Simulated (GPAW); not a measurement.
# AlN (P1) in GPAW: single point with PBE

Aim: the single point of AlN with PBE.

Program: GPAW 26.7.0. These are calculated values, not measurements. Logs are shortened: lines on timing, memory, paths and dates and some standing lists are left out, and cuts for length are marked. The log counts tension as positive stress, the text compression.

## (1) The cell of the first run

The typed cell holds 8 atoms: a = 3.179 Å, b = 3.141 Å, c = 10.388 Å, α = 91.10°, β = 88.62°, γ = 119.30°.

## (2) Single point, PBE

run.py reads:

```python
from ase.dft.bandgap import bandgap
from ase.io import read, write
from ase.units import GPa
from gpaw import GPAW, PW

atoms = read('POSCAR')

calc = GPAW(mode=PW(550),
            xc='PBE',
            kpts={'size': (8, 8, 2), 'gamma': True},
            occupations={'name': 'fermi-dirac', 'width': 0.05},
            nbands=32,
            maxiter=120,
            txt='gpaw.txt')
atoms.calc = calc
energy = atoms.get_potential_energy()
forces = atoms.get_forces()
stress = atoms.get_stress()
calc.write('gs.gpw')
write('result.traj', atoms)
print(f'Energy: {energy:.6f} eV')
print('Forces (eV/A):')
print(forces.round(4))
print('Stress (GPa):', (stress / GPa).round(3))
print('Fermi level:', round(calc.get_fermi_level(), 4), 'eV')
print(f'Gap: {bandgap(calc)[0]:.4f} eV, direct: {bandgap(calc, direct=True)[0]:.4f} eV')
```

POSCAR reads:

```
AlN
1.0
    3.1783155900      0.0302866300      0.0388436900
   -1.5629288000      2.7245044300     -0.0306387600
    0.1243097200     -0.0414502500     10.3875443600
Al N
4 4
Direct
    0.3306380600      0.6549613200      0.9840460800
    0.3553480000      0.6948526300      0.4782624500
    0.9142542700      0.2492710200      0.2655305200
    0.4652963000      0.4549163400      0.8049089900
    0.4952311800      0.6814589400      0.1941662600
    0.2246404000      0.7425665800      0.6595877800
    0.5692532800      0.2676256100      0.4352107500
    0.6453385100      0.2543475600      0.9482871600
```

Potentials or basis: GPAW PAW data sets (gpaw-data 1.2.1), pw.

Started as:

```sh
$ OMP_NUM_THREADS=1 python run.py
```

gpaw.txt:

```text
__  _  _
 | _ |_)|_||  |
 |__||  | ||/\| - 26.7.0

Input parameters:
  mode=PW(ecut=550.0),
  kpts=MonkhorstPack(size=(8, 8, 2), gamma=True),
  maxiter=120,
  nbands=32,
  occupations=Occupations(name='fermi-dirac', width=0.05),
  xc=XC(name='PBE')

Diagonalizing LCAO Hamiltonian
Converting LCAO to pw mode

         Al
            N
          Al

        N

         Al
            N

              Al
          N

Atoms  # Å, Bohr magnetons
|   | symbol |         x |        y |         z |    initial magnetic moments |
|---|--------|-----------|----------|-----------|-----------------------------|
| 0 |     Al |  0.149541 | 1.753670 | 10.214598 | ( 0.0000,  0.0000,  0.0000) |
| 1 |     Al |  0.102856 | 1.884067 |  4.960486 | ( 0.0000,  0.0000,  0.0000) |
| 2 |     Al |  2.549204 | 0.695823 |  2.786086 | ( 0.0000,  0.0000,  0.0000) |
| 3 |     Al |  0.867915 | 1.220150 |  8.365164 | ( 0.0000,  0.0000,  0.0000) |
| 4 |      N |  0.533066 | 1.863589 |  2.015268 | ( 0.0000,  0.0000,  0.0000) |
| 5 |      N | -0.364607 | 2.002589 |  6.837472 | ( 0.0000,  0.0000,  0.0000) |
| 6 |      N |  1.445088 | 0.728348 |  4.534683 | ( 0.0000,  0.0000,  0.0000) |
| 7 |      N |  1.771444 | 0.673209 |  9.867649 | ( 0.0000,  0.0000,  0.0000) |

Unit cell  # Å
| periodic |         x |         y |         z |   lengths |     angles |
|----------|-----------|-----------|-----------|-----------|------------|
|      yes |  3.178316 |  0.030287 |  0.038844 |  3.178697 |  91.098326 |
|      yes | -1.562929 |  2.724504 | -0.030639 |  3.141116 |  88.616412 |
|      yes |  0.124310 | -0.041450 | 10.387544 | 10.388371 | 119.298942 |

Number of symmetries: 1
Symmetry operations  # r_c * U_cc + t_c -> r_c
|   | kind |            matrix            |
|---|------|------------------------------|
| 0 |  E   |  1, 0, 0,  0, 1, 0,  0, 0, 1 |

BZ-sampling:
  Number of BZ points: 128
  Number of IBZ points: 68

  Monkhorst-Pack size: [8, 8, 2]
  Monkhorst-Pack shift: [0.0625, 0.0625, 0.25]

K-points  # in reciprocal-cell coordinates
|     |                                coordinates |     weight |
|-----|--------------------------------------------|------------|
|   0 | (  0.00000000,   0.00000000,   0.00000000) | 0.00781250 |
|   1 | (  0.00000000,   0.00000000,   0.50000000) | 0.00781250 |
|   2 | (  0.00000000,   0.12500000,   0.00000000) | 0.01562500 |
|   3 | (  0.00000000,   0.12500000,   0.50000000) | 0.01562500 |
|   4 | (  0.00000000,   0.25000000,   0.00000000) | 0.01562500 |
|   5 | (  0.00000000,   0.25000000,   0.50000000) | 0.01562500 |
|   6 | (  0.00000000,   0.37500000,   0.00000000) | 0.01562500 |
|   7 | (  0.00000000,   0.37500000,   0.50000000) | 0.01562500 |
|   8 | (  0.00000000,   0.50000000,   0.00000000) | 0.00781250 |
|   9 | (  0.00000000,   0.50000000,   0.50000000) | 0.00781250 |
| ... |                                            |            |
|  67 | (  0.50000000,   0.50000000,   0.50000000) | 0.00781250 |

Plane wave coefficients: 2681
Cutoff: 550.0 eV

Spin-components: 1 (collinear spins)
Bands:           32
Projectors:      40
Spin-degeneracy: 2
Datatype:        complex128

Parallelization:
  kpt:    1
  domain: 1
  band:   1

Density:
  Valence electrons: 32.0
  Components: 1
  Grid points: [18 18 60]
  Charge: 0.0  # |e|

Potential:
  Grid points: [18 18 60]

species:
  Al:
    name:    Aluminium
    Z:       13.0
    valence: 3
    core:    10
    charge:  0.0  # [|e|]
    compensation charges:
      type: gauss
      rc: 0.34  # [Å]
      lmax: 2
    cutoffs:
      filter: 1.91  # [Å]
      core: 2.36  # [Å]
    projectors
    | kind |    occ | energy [eV] | rcut [Å] |
    |------|--------|-------------|----------|
    |   3s |  2.000 |      -7.753 |    1.085 |
    |   3p |  1.000 |      -2.712 |    1.085 |
    |    s |        |      19.459 |    1.085 |
    |    p |        |      24.499 |    1.085 |
    |    d |        |       0.000 |    1.085 |

    Using partial waves for Al as LCAO basis

  N:
    name:    Nitrogen
    Z:       7.0
    valence: 5
    core:    2
    charge:  0.0  # [|e|]
    compensation charges:
      type: gauss
      rc: 0.18  # [Å]
      lmax: 2
    cutoffs:
      filter: 1.11  # [Å]
      core: 0.96  # [Å]
    projectors
    | kind |    occ | energy [eV] | rcut [Å] |
    |------|--------|-------------|----------|
    |   2s |  2.000 |     -18.583 |    0.603 |
    |   2p |  3.000 |      -7.089 |    0.529 |
    |    s |        |       8.629 |    0.603 |
    |    p |        |      20.123 |    0.529 |
    |    d |        |       0.000 |    0.577 |

    Using partial waves for N as LCAO basis

Reference energy: -32340.579076  # eV

eigensolver:
  PPCG
  Converge bands: occupied
  niter=2

density mixing:
  MSR1-Mixer
  Pratt-step length: 0.05
  Maximum mixing coefficient: 0.75
  Old densities: 10
  SVD Regularization: 0.005
  Good broyden scale: 1.0
  Trust region scale: 1.0
  Backstep threshold: 4.0
  History deletion threshold: 6.0
  Fourier metric: weight=20.0, sigma=0.015

occupation numbers:
  Fermi-Dirac:
    width: 0.0500  # eV

poisson solver:
  ecut: 4400.0  # eV

xc functional:
  name: PBE with 2 nearest neighbor stencil

convergence criteria:
- Maximum [total energy] change in last 3 cyles: 0.0005 eV / valence electron
- Maximum integral of absolute [dens]ity change: 0.0001 electrons / valence electron
- Maximum integral of absolute [eigenst]ate change: 4e-08 eV^2 / valence electron
maximum number of iterations: 120

SCF iterations
|iter     | |      energy | eigst |  dens |
|---------|-|-------------|-------|-------|
|iter:   1| |  -54.834161 | -0.21 |       |
|iter:   2| |  -52.344877 | -1.91 | -0.56 |
|iter:   3| |  -48.072721 | -0.88 | -0.63 |
|iter:   4| |  -47.643105 | -2.01 | -1.01 |
|iter:   5| |  -47.481096 | -2.58 | -1.13 |
|iter:   6| |  -47.265439 | -2.59 | -1.26 |
|iter:   7| |  -47.219667 | -2.95 | -1.60 |
|iter:   8| |  -47.205594 | -3.54 | -1.99 |
|iter:   9| |  -47.202543 | -4.28 | -2.36 |
|iter:  10| |  -47.201956c| -5.24 | -2.68 |
|iter:  11| |  -47.201943c| -6.00 | -3.13 |
|iter:  12| |  -47.201945c| -6.83 | -3.65 |
|iter:  13| |  -47.201949c| -7.87c| -4.03c|

Converged in 13 steps
Energy contributions relative to reference atoms: (reference = -32340.579076)

Energy contributions:
  Kinetic:          64.719573
  Coulomb:         -49.502765
  Zero:             -0.172885
  External:          0.000000
  Xc:              -62.236772
  Entropy:          -0.018199
  Spinorbit:         0.000000
  ----------------------------
  Free energy:     -47.211048
  Extrapolated:    -47.201949

dipole moment: (0.596635, -0.011372, 20.216951)  # |e|*Ang

Fermi level: 7.283
Eigenvalues  # (at kpt = [0.000, 0.000, 0.000])
| band index |      eig [eV] | occ [0-2] |
|------------|---------------|-----------|
|          0 |       -11.365 |     2.000 |
|        ... |               |           |
|          7 |         2.154 |     2.000 |
|          8 |         2.632 |     2.000 |
|          9 |         3.732 |     2.000 |
|         10 |         4.804 |     2.000 |
|         11 |         5.036 |     2.000 |
|         12 |         5.814 |     2.000 |
[... 8 lines left out ...]
|         21 |        13.109 |     0.000 |
|         22 |        13.821 |     0.000 |
|        ... |               |           |
|         31 |        18.624 |     0.000 |

No gap
No difference between direct/indirect transitions

Forces  # eV/Ang
|        x |        y |         z |
|----------|----------|-----------|
| -1.88153 | -2.46266 |  10.84230 |  # Al   0
| -0.81808 | -4.72324 |   4.71749 |  # Al   1
| -2.02887 |  0.87417 |  -1.20623 |  # Al   2
|  2.66102 | -1.96667 | -13.07338 |  # Al   3
|  0.06997 | -1.35082 |  -1.76549 |  # N    4
| -0.07638 | -0.00040 |   4.78284 |  # N    5
|  1.78198 |  5.22289 |  -3.20866 |  # N    6
|  0.29304 |  4.40581 |  -1.08076 |  # N    7

Stress tensor  # eV/Ang^3
|        x |         y |        z |
|----------|-----------|----------|
| 0.102751 |  0.029433 | 0.045066 |
| 0.029433 | -0.128899 | 0.011368 |
| 0.045066 |  0.011368 | 0.004178 |

# Writing to gs.gpw (mode='')
```

stdout:

```text
Energy: -47.201949 eV
Forces (eV/A):
[[-1.88150e+00 -2.46270e+00  1.08423e+01]
 [-8.18100e-01 -4.72320e+00  4.71750e+00]
 [-2.02890e+00  8.74200e-01 -1.20620e+00]
 [ 2.66100e+00 -1.96670e+00 -1.30734e+01]
 [ 7.00000e-02 -1.35080e+00 -1.76550e+00]
 [-7.64000e-02 -4.00000e-04  4.78280e+00]
 [ 1.78200e+00  5.22290e+00 -3.20870e+00]
 [ 2.93000e-01  4.40580e+00 -1.08080e+00]]
Stress (GPa): [ 16.463 -20.652   0.669   1.821   7.22    4.716]
Fermi level: 7.2833 eV
Gap: 0.0000 eV, direct: 0.0000 eV
```

It took 2.9 min on 1 thread of Arm Neoverse V1, shared host; peak memory 0.3 GiB.

These settings aren't checked as converged: the numbers below hold their error.

Results:

```yaml
Free_energy: -47.2110 eV
Pressure: 1.2 GPa
Largest_force: 13.486 eV/Å
Band_gap_on_the_k_mesh: none (metal or under the smearing width)
```

Caveat: the cutoff is short for stress and forces, so pressures can be off by a GPa or more.
